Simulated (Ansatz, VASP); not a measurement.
**Mg2Ge in VASP and in Ansatz**

File INCAR:

```
SYSTEM = Mg2Ge
PREC = Accurate
ENCUT = 600
EDIFF = 1E-6
ISMEAR = 0
SIGMA = 0.01
LREAL = .FALSE.
LASPH = .TRUE.
NELM = 100
ALGO = Fast
ISIF = 3
LWAVE = .FALSE.
LCHARG = .FALSE.
GGA = PE
IVDW = 12
IBRION = 2
NSW = 70
EDIFFG = -0.02
```

KPOINTS

```
regular mesh
0
G
  10 10 10
  0 0 0
```

The input POSCAR:

```
Mg2Ge
1.0
    0.0000000000      3.1842960000      3.1842960000
    3.1842960000      0.0000000000      3.1842960000
    3.1842960000      3.1842960000      0.0000000000
Mg Ge
2 1
Direct
    0.7500000000      0.7500000000      0.7500000000
    0.2500000000      0.2500000000      0.2500000000
    0.0000000000      0.0000000000      0.0000000000
```

Input for Ansatz:

```yaml
crystal:
  lattice:
    - [0.0, 3.18429589, 3.18429589]
    - [3.18429589, 0.0, 3.18429589]
    - [3.18429589, 3.18429589, 0.0]
  atoms:
    - { symbol: Mg, position: [0.75, 0.75, 0.75] }
    - { symbol: Mg, position: [0.25, 0.25, 0.25] }
    - { symbol: Ge, position: [0.0, 0.0, 0.0] }
basis:
  ecutwfc: 420
kpoints:
  mp_grid: { grid: [10, 10, 10] }
hamiltonian:
  xc: pbe
  dispersion: d3bj
scf:
  occupations: { method: gaussian, width: 0.01 }
output:
  forces: true
  stress: true
  eigenvalues: true
relax:
  adjacent_minimum: "off"
  f_tol: 0.02
  max_steps: 50
  cell: { stress_tol: 0.1 }
```

The cell comes from a database or a generator and needn't be the stable form of this composition.

Alike in both runs: task relaxation of cell and atoms; functional PBE; dispersion D3(BJ); k mesh 10 × 10 × 10; occupations gaussian, width 0.01 eV; no spin polarisation.

|  | VASP | Ansatz |
| --- | --- | --- |
| version | VASP 6.6.1 | Ansatz 0.2.0 |
| potentials or method | VASP PAW PBE potentials, release 64 (Mg, Ge_d) | scalar-relativistic, plane waves, PAW |
| plane-wave cutoff (eV) | 600 | 420 |
| valence electrons in the cell | 18 | 34 |

|  | VASP | Ansatz | Ansatz less VASP |
| --- | --- | --- | --- |
| gap on the k mesh at the Fermi level, each at its own relaxed structure (eV) | 0.12 | 0.12 | +0.006 |
| relaxed volume (Å³/atom) | 21.00 | 21.08 | +0.080 |
| relaxed cell length with the largest relative difference (Å) | 4.467 | 4.472 | +0.0057 |
| energy change over the relaxation (meV/atom) | -2 | -2 | +0.4 |

The two sets of potentials don't hold the same shells in valence.

A k mesh can miss the band edges. Expect the measured gap to be larger: semilocal functionals such as PBE lack the derivative discontinuity.
